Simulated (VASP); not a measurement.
Here is a VASP 6.6.1 calculation.

Contents of INCAR:

```
SYSTEM = MgO
  ALGO = Normal
  EDIFF = 1E-7
  EDIFFG = -0.005
  ENCUT = 600
  GGA = PS
  IBRION = 2
  ISIF = 3
  ISMEAR = 0
  LASPH = .TRUE.
  LCHARG = .FALSE.
  LREAL = .FALSE.
  LWAVE = .FALSE.
  NELM = 60
  NSW = 90
  PREC = Accurate
  SIGMA = 0.02
```

Contents of KPOINTS:

```
k-points
0
G
  10 10 10
  0 0 0
```

The input POSCAR:

```
MgO
1.0
    0.0000000000      2.1245000000      2.1245000000
    2.1245000000      0.0000000000      2.1245000000
    2.1245000000      2.1245000000      0.0000000000
Mg O
1 1
Direct
    0.0000000000      0.0000000000      0.0000000000
    0.5000000000      0.5000000000      0.5000000000
```

Potentials or basis: VASP PAW PBE potentials, release 64 (Mg, O).

Command:

```bash
$ cat potpaw_PBE.64/Mg/POTCAR potpaw_PBE.64/O/POTCAR > POTCAR
$ mpirun -np 1 vasp_std > vasp.out
```

Estimate the band gap on the k mesh.

4.67 eV, direct.

Predict the relaxed cell.

a = 2.975 Å, b = 2.975 Å, c = 2.975 Å, α = 60.00°, β = 60.00°, γ = 60.00°.

Estimate the relaxed volume.

9.31 Å³/atom.

Final structure:
```
Mg O
1.0
     0.00000    2.10380    2.10380
     2.10380    0.00000    2.10380
     2.10380    2.10380    0.00000
Mg O
1 1
Direct
  0.00000 0.00000 0.00000
  0.50000 0.50000 0.50000
```

Caveat: the PAW data sets were made with another functional, which shifts forces and pressure a little.
